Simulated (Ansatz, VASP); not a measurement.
# One calculation of BaTiO3, two programs

```xyz
5
Lattice="4.1198 0.0000 0.0000 0.0000 4.1198 0.0000 0.0000 0.0000 4.0180" Properties=species:S:1:pos:R:3 pbc="T T T"
Ba    0.0000    0.0000    0.0000
Ti    2.0599    2.0599    2.0090
O     2.0599    2.0599    0.0000
O     2.0599    0.0000    2.0090
O     0.0000    2.0599    2.0090
```

Change from the starting cell: equal xx and yy strain of +3 %, crystal datasets.

Alike in both runs: task electric field gradients; functional PBE; k mesh 7 × 7 × 7; occupations fermi-dirac, width 0.03 eV; no spin polarisation.

|  | VASP | Ansatz |
| --- | --- | --- |
| version | VASP 6.6.1 | Ansatz 0.2.0 |
| potentials or method | VASP PAW PBE potentials, release 64 (Ba_sv, Ti_sv, O), cutoff 520 eV | all-electron PAW with datasets made for the crystal, scalar-relativistic |

|  | VASP | Ansatz | Ansatz less VASP |
| --- | --- | --- | --- |
| gap on the k mesh at the Fermi level (eV) | 1.64 | 1.70 | +0.052 |
| pressure (GPa) | -5.6 | -7.0 | -1.40 |
| largest component of the traceless stress (GPa) | 2.53 | 2.43 | -0.097 |
| Vzz of the field gradient on the site that differs most (V/Å²) | -20.1 | -20.6 | -0.49 |

Ansatz ran all-electron here, so the differences hold the error of VASP's frozen core and of both bases. Ansatz warned: «gradients_without_spin_orbit».

Caveats: spin-orbit coupling is left out, which moves the levels of the heavy elements; an odd mesh through Γ misses points on the zone boundary, where band edges often lie.
